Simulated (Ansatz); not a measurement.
The system is RbCl.

```
Rb Cl
1.0
     0.00000    3.27400    3.27400
     3.27400    0.00000    3.27400
     3.27400    3.27400    0.00000
Rb Cl
1 1
Direct
  0.00000 0.00000 0.00000
  0.50000 0.50000 0.50000
```

Base run:

| Item | Value |
| --- | --- |
| Program | Ansatz 0.2.0 |
| Functional | PBE |
| Potentials or basis | all-electron PAW datasets made for the crystal |
| Cutoff | 220 eV (chosen from the basis error) |
| k mesh | 6 × 6 × 6 |
| Occupations | fermi-dirac, width 0.05 eV |
| Spin | no spin polarisation |

Its results: band gap on the k mesh 5.05 eV, direct; pressure 1.2 GPa.

Question: The run is repeated on the same cell with these changes: functional from PBE to PBE0; cutoff from 220 eV (chosen from the basis error) to 250 eV (chosen from the basis error). What comes out?

Answer: Band gap on the k mesh 7.09 eV, direct; pressure 0.8 GPa.

PBE0 gives the wider gap, since exact exchange removes part of the self-interaction.

